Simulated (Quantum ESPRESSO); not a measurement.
# AlNi (Pm-3m) in Quantum ESPRESSO: notebook, part 4 of 4

Quantum ESPRESSO 7.5.

## (5) Phonons, BLYP, collinear spin, ferromagnetic start

File pw.in:

```
&CONTROL
  calculation = 'scf'
  prefix = 'pwscf'
  outdir = './tmp'
  pseudo_dir = './pseudo'
  tprnfor = .true.
  tstress = .true.
  disk_io = 'low'
/
&SYSTEM
  ibrav = 0
  nat = 2
  ntyp = 2
  ecutwfc = 45
  ecutrho = 360
  nbnd = 20
  input_dft = 'blyp'
  occupations = 'smearing'
  smearing = 'mv'
  degauss = 0.01469973
  nspin = 2
  starting_magnetization(1) = 0.0556
  starting_magnetization(2) = 0
/
&ELECTRONS
  conv_thr = 4d-10
  electron_maxstep = 120
  mixing_beta = 0.3
/
ATOMIC_SPECIES
Ni    58.6934 ni_pbe_v1.4.uspp.F.UPF
Al    26.9815 al_pbe_v1.uspp.F.UPF
CELL_PARAMETERS angstrom
   2.8810000000    0.0000000000    0.0000000000
   0.0000000000    2.8810000000    0.0000000000
   0.0000000000    0.0000000000    2.8810000000
ATOMIC_POSITIONS crystal
Ni     0.5000000000    0.5000000000    0.5000000000
Al     0.0000000000    0.0000000000    0.0000000000
K_POINTS automatic
6 6 6 0 0 0
```

File relax.in:

```
&CONTROL
  calculation = 'vc-relax'
  prefix = 'pwscf'
  outdir = './tmp'
  pseudo_dir = './pseudo'
  tprnfor = .true.
  tstress = .true.
  disk_io = 'low'
  nstep = 40
  forc_conv_thr = 0.0001
  etot_conv_thr = 1d-06
/
&SYSTEM
  ibrav = 0
  nat = 2
  ntyp = 2
  ecutwfc = 45
  ecutrho = 360
  nbnd = 20
  input_dft = 'blyp'
  occupations = 'smearing'
  smearing = 'mv'
  degauss = 0.01469973
  nspin = 2
  starting_magnetization(1) = 0.0556
  starting_magnetization(2) = 0
/
&ELECTRONS
  conv_thr = 4d-10
  electron_maxstep = 120
  mixing_beta = 0.3
/
&IONS
  ion_dynamics = 'bfgs'
/
&CELL
  cell_dynamics = 'bfgs'
  press = 0
  press_conv_thr = 0.2
/
ATOMIC_SPECIES
Ni    58.6934 ni_pbe_v1.4.uspp.F.UPF
Al    26.9815 al_pbe_v1.uspp.F.UPF
CELL_PARAMETERS angstrom
   2.8810000000    0.0000000000    0.0000000000
   0.0000000000    2.8810000000    0.0000000000
   0.0000000000    0.0000000000    2.8810000000
ATOMIC_POSITIONS crystal
Ni     0.5000000000    0.5000000000    0.5000000000
Al     0.0000000000    0.0000000000    0.0000000000
K_POINTS automatic
6 6 6 0 0 0
```

File scf2.in:

```
&CONTROL
  calculation = 'scf'
  prefix = 'pwscf'
  outdir = './tmp'
  pseudo_dir = './pseudo'
  tprnfor = .true.
  tstress = .true.
  disk_io = 'low'
/
&SYSTEM
  ibrav = 0
  nat = 2
  ntyp = 2
  ecutwfc = 45
  ecutrho = 360
  nbnd = 20
  input_dft = 'blyp'
  occupations = 'smearing'
  smearing = 'mv'
  degauss = 0.01469973
  nspin = 2
  starting_magnetization(1) = 0.0556
  starting_magnetization(2) = 0
/
&ELECTRONS
  conv_thr = 1d-13
  electron_maxstep = 120
  mixing_beta = 0.3
  startingpot = 'file'
  startingwfc = 'file'
/
ATOMIC_SPECIES
Ni    58.6934 ni_pbe_v1.4.uspp.F.UPF
Al    26.9815 al_pbe_v1.uspp.F.UPF
CELL_PARAMETERS angstrom
   2.9227079868    0.0000000000    0.0000000000
   0.0000000000    2.9227079868    0.0000000000
   0.0000000000    0.0000000000    2.9227079868
ATOMIC_POSITIONS crystal
Ni     0.5000000000    0.5000000000    0.5000000000
Al     0.0000000000    0.0000000000    0.0000000000
K_POINTS automatic
6 6 6 0 0 0
```

File ph.in:

```
phonons of AlNi
&INPUTPH
  prefix = 'pwscf'
  outdir = './tmp'
  tr2_ph = 1d-18
  fildyn = 'dyn'
  niter_ph = 90
  alpha_mix(1) = 0.4
/
0.0000000000 0.0000000000 0.0000000000
```

File dynmat.in:

```
&INPUT
  fildyn = 'dyn'
  asr = 'crystal'
  filout = 'dynmat.disp'
  fileig = 'dynmat.eig'
/
```

Potentials or basis: GBRV 1.5 PBE.

Run with:

```
OMP_NUM_THREADS=1 pw.x -in pw.in > pw.out
OMP_NUM_THREADS=1 pw.x -in relax.in > relax.out
OMP_NUM_THREADS=1 pw.x -in scf2.in > scf2.out
OMP_NUM_THREADS=1 ph.x -in ph.in > ph.out
OMP_NUM_THREADS=1 dynmat.x -in dynmat.in > dynmat.out
```

pw.out:

```text
This program is part of the open-source Quantum ESPRESSO suite
     for quantum simulation of materials; please cite
         "P. Giannozzi et al., J. Phys.:Condens. Matter 21 395502 (2009);
         "P. Giannozzi et al., J. Phys.:Condens. Matter 29 465901 (2017);
         "P. Giannozzi et al., J. Chem. Phys. 152 154105 (2020);
     in publications or presentations arising from this work. More details at

     IMPORTANT: XC functional enforced from input :
     Exchange-correlation= BLYP
                           (   1   3   1   3   0   0   0)
     Any further DFT definition will be discarded
     Please, verify this is what you really want

     Message from routine setup:
     using ibrav=0 with symmetry is DISCOURAGED, use correct ibrav instead

     G-vector sticks info
     --------------------
     sticks:   dense  smooth     PW     G-vecs:    dense   smooth      PW
     Sum         853     421    137                18805     6619    1237

     Using Slab Decomposition

     bravais-lattice index     =            0
     lattice parameter (alat)  =       5.4443  a.u.
     unit-cell volume          =     161.3713 (a.u.)^3
     number of atoms/cell      =            2
     number of atomic types    =            2
     number of electrons       =        21.00
     number of Kohn-Sham states=           20
     kinetic-energy cutoff     =      45.0000  Ry
     charge density cutoff     =     360.0000  Ry
     scf convergence threshold =      4.0E-10
     mixing beta               =       0.3000
     number of iterations used =            8  plain     mixing
     Exchange-correlation= BLYP
                           (   1   3   1   3   0   0   0)

[... 417 lines left out ...]
    13.2713  14.9270  14.9270  16.0881  17.1523  20.4701  21.0029  21.0029
    23.7143  38.1987  41.0357  41.4585

          k =-0.5000-0.5000-0.5000 (   840 PWs)   bands (ev):

   -88.9761 -49.4216 -49.4216 -49.4216  10.1754  10.1754  10.1754  13.2787
    13.2787  16.4365  16.4365  16.4365  17.7208  18.7959  18.7959  18.7959
    21.6923  41.4429  41.4429  45.4535

 ------ SPIN DOWN ----------

          k = 0.0000 0.0000 0.0000 (   799 PWs)   bands (ev):

   -88.9803 -49.4030 -49.4030 -49.4030   3.1682  11.0688  11.0688  12.7115
    12.7115  12.7115  19.7409  19.7409  19.7409  22.6261  22.6261  27.4253
    35.1040  35.1040  35.1040  37.7966
[... 105 lines left out ...]
   -88.9764 -49.4221 -49.4221 -49.4160   9.8238  10.3521  10.3521  12.5670
    13.2714  14.9271  14.9271  16.0881  17.1524  20.4702  21.0030  21.0030
    23.7143  38.1988  41.0356  41.4585

          k =-0.5000-0.5000-0.5000 (   840 PWs)   bands (ev):

   -88.9761 -49.4216 -49.4216 -49.4216  10.1754  10.1754  10.1754  13.2788
    13.2788  16.4365  16.4365  16.4365  17.7210  18.7960  18.7960  18.7960
    21.6923  41.4431  41.4431  45.4536

     the Fermi energy is    14.3599 ev

!    total energy              =    -349.80690508 Ry
     estimated scf accuracy    <          7.9E-11 Ry
     smearing contrib. (-TS)   =      -0.00009662 Ry
     internal energy E=F+TS    =    -349.80680846 Ry

     The total energy is F=E-TS. E is the sum of the following terms:
     one-electron contribution =    -263.50108077 Ry
     hartree contribution      =     142.92681803 Ry
     xc contribution           =     -39.78138348 Ry
     ewald contribution        =    -189.45116224 Ry

     total magnetization       =     0.00 Bohr mag/cell
     absolute magnetization    =     0.00 Bohr mag/cell

     convergence has been achieved in  21 iterations

     Forces acting on atoms (cartesian axes, Ry/au):

     atom    1 type  1   force =     0.00000000    0.00000000    0.00000000
     atom    2 type  2   force =     0.00000000    0.00000000    0.00000000

     Total force =     0.000000     Total SCF correction =     0.000000

     Computing stress (Cartesian axis) and pressure

          total   stress  (Ry/bohr**3)                   (kbar)     P=       70.99
   0.00048260   0.00000000   0.00000000           70.99        0.00        0.00
   0.00000000   0.00048260   0.00000000            0.00       70.99        0.00
   0.00000000   0.00000000   0.00048260            0.00        0.00       70.99

=------------------------------------------------------------------------------=
   JOB DONE.
=------------------------------------------------------------------------------=
```

relax.out:

```text
This program is part of the open-source Quantum ESPRESSO suite
     for quantum simulation of materials; please cite
         "P. Giannozzi et al., J. Phys.:Condens. Matter 21 395502 (2009);
         "P. Giannozzi et al., J. Phys.:Condens. Matter 29 465901 (2017);
         "P. Giannozzi et al., J. Chem. Phys. 152 154105 (2020);
[... 605 lines left out ...]
   0.00000000   0.00001958   0.00000000            0.00        2.88        0.00
   0.00000000   0.00000000   0.00001958            0.00        0.00        2.88

=------------------------------------------------------------------------------=
   JOB DONE.
=------------------------------------------------------------------------------=
```

Run time: 2.4 min. Hardware: 1 thread of Intel Xeon 6975P-C (Granite Rapids), shared host; peak memory 0.13 GiB.

What came out:

* Free energy: -4759.3901 eV
* Relaxed volume: 12.48 Å³/atom
* Relaxed cell: a = 2.923 Å, b = 2.923 Å, c = 2.923 Å, α = 90.00°, β = 90.00°, γ = 90.00°
* Space group after relaxing (to 0.05 Å): Pm-3m (No. 221)
* Pressure after relaxing: 0.3 GPa
* Band gap on the k mesh: none (metal or under the smearing width)
* Net moment: 0.00 μB per cell
* Absolute moment: 0.00 μB per cell
* Valence electrons inside the program's atomic spheres: Ni 16.86; Al 1.25

The path:
```csv
step,energy change (eV),largest force (eV/Å),pressure (GPa),volume (Å³)
1,0.0000,0.0000,7.10,23.91
2,-0.0219,0.0000,1.11,24.79
3,-0.0226,0.0000,0.05,24.96
4,-0.0226,0.0000,0.00,24.97
5,-0.0226,0.0000,0.00,24.97
```

Final structure:
```yaml
crystal:
  lattice:
    - [2.92271, 0.00000, 0.00000]
    - [0.00000, 2.92271, 0.00000]
    - [0.00000, 0.00000, 2.92271]
  atoms:
    - { symbol: Ni, position: [0.50000, 0.50000, 0.50000] }
    - { symbol: Al, position: [0.00000, 0.00000, 0.00000] }
```

Caveat: the k mesh is coarse (spacing up to 0.36 Å⁻¹), so the values aren't converged; the acoustic modes lie far from zero, so the frequencies are unreliable; the mesh is thin for the phonons of a metal; the potentials were made for another functional, which shifts forces and pressure.

## (6) Summary

| level | potentials or basis | gap on the mesh (eV) | pressure (GPa) | moment (μB) |
| --- | --- | --- | --- | --- |
| PBEsol | GBRV 1.5 PBEsol | none | -0.1 | 0.00 |
| revPBE | GBRV 1.5 PBE | none | 0.1 | 0.00 |
| PW91 | GBRV 1.5 PBE | none | 0.0 | 0.00 |
| BLYP | GBRV 1.5 PBE | none | 0.3 | 0.00 |

Alike in all rows: task phonons; spin collinear, ferromagnetic start; cell relaxed; k mesh 6 × 6 × 6; cutoff (eV) 612; smearing cold 0.2 eV; the mesh is coarse, so values aren't converged.

Caveats: all runs use coarse meshes; the mesh is thin for the phonons of a metal; the potentials were made for another functional, which shifts forces and pressure (some runs); the acoustic modes lie far from zero, so the frequencies are unreliable (some runs).

Total energies depend on the potentials used, so only differences within one code and one set of settings carry meaning.
